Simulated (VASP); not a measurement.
Crystal: CaO.

```xyz
2
Lattice="0.0000 2.4036 2.4036 2.4036 0.0000 2.4036 2.4036 2.4036 0.0000" Properties=species:S:1:pos:R:3 pbc="T T T"
Ca    0.0000    0.0000    0.0000
O     2.4036    2.4036    2.4036
```

The cell is a database's computed one.

Base run:

| Quantity | Value |
| --- | --- |
| Program | VASP 6.6.1 |
| Functional | HSE03 |
| Potentials or basis | VASP PAW PBE potentials, release 64 (Ca_sv, O) |
| Cutoff | 520 eV |
| k mesh | 6 × 6 × 6 |
| Occupations | gaussian, width 0.02 eV |
| Spin | no spin polarisation |

Its results: band gap on the k mesh 5.04 eV, indirect (least direct gap 5.46 eV); pressure 0.1 GPa.

The run is repeated on the same cell with these changes: functional from HSE03 to PBE0. What comes out?

Band gap on the k mesh 6.04 eV, indirect (least direct gap 6.47 eV); pressure 0.0 GPa.

Caveats: the PAW data sets were made with another functional, which shifts forces and pressure a little.

Not every run made on this cell is shown here.
